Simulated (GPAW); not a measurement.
SnTe:

```xyz
2
Lattice="0.0000 3.1509 3.1509 3.1509 0.0000 3.1509 3.1509 3.1509 0.0000" Properties=species:S:1:pos:R:3 pbc="T T T"
Te    3.1509    3.1509    3.1509
Sn    0.0000    0.0000    0.0000
```

Base run:

```yaml
Program: GPAW 26.7.0
Functional: TB-mBJ
Potentials_or_basis: GPAW PAW data sets for LDA (gpaw-data 1.2.1)
Cutoff: 600 eV
Basis: pw
k_mesh: 6 × 6 × 6
Occupations: fermi-dirac, width 0.05 eV
Spin: no spin polarisation
```

Its results: band gap on the k mesh 0.10 eV, direct.

The run is repeated on the same cell with these changes: functional from TB-mBJ to LDA; potentials or basis from GPAW PAW data sets for LDA (gpaw-data 1.2.1) to the program's PAW data sets (release 1.2.1) made for this functional, other valence; valence electrons from 20 to 30. What comes out?

Band gap on the k mesh 0.17 eV, direct.

Caveats: spin-orbit coupling is left out, which moves the levels of the heavy elements; a model potential gives levels but no total energy (some runs).

A k mesh can miss the band edges.

Not every run made on this cell is shown here.
